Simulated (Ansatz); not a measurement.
## How far is this LiCl from the hull?

These are results of Ansatz 0.2.0, DFT PBE, scalar-relativistic, plane waves, PAW, not measurements. Settings: cutoff 420 eV, Γ-centred meshes spaced at most about 0.3 Å⁻¹ (2π included), Gaussian smearing. No spin polarisation.

Formation energies are uncorrected and refer to the elements' standard structures at the same level (Cl₂ as a molecule).

These are static total energies at zero pressure.

The competitors are the elements and 1 reference phase of this chemical system (from databases or known types: LiCl), relaxed at the same level; other known phases may be missing.

The candidate was reached from: 4-connected net, two elements alternating.

```
CELL_PARAMETERS angstrom
-4.59843 4.59843 3.14464
4.59843 -4.59843 3.14464
4.59843 4.59843 -3.14464
ATOMIC_POSITIONS crystal
Li 0.50000 0.50000 0.00000
Li 0.00000 0.00000 0.00000
Li 0.86602 0.36602 0.23204
Li 0.13398 0.63398 0.76796
Li 0.36602 0.13398 0.50000
Li 0.63398 0.86602 0.50000
Cl 0.75000 0.25000 0.50000
Cl 0.25000 0.75000 0.50000
Cl 0.88965 0.61035 0.00000
Cl 0.61035 0.88965 0.00000
Cl 0.38965 0.38965 0.27930
Cl 0.11035 0.11035 0.72070
```

Problem. Where does it stand against these competitors?

Solution. Not the lowest form: another structure of the same formula lies lower. Its formation energy is -1.759 eV/atom. The lowest competing phase at this composition is this:

```json
{"phase": "LiCl", "space group": "P6_3mc (No. 186)", "source": "Materials Project", "share of atoms": "1.0000", "ΔE_f (eV/atom)": "-1.878"}
```

The candidate lies 119 meV/atom above this phase. The candidate matches no cell in the subsets of the Crystallography Open Database and the Materials Project at hand. It is metastable at best. Shaken at random and relaxed again it fell by 119 meV/atom, so it probably isn't a firm minimum. The Crystallography Open Database lists this formula in another space group (No. 225).
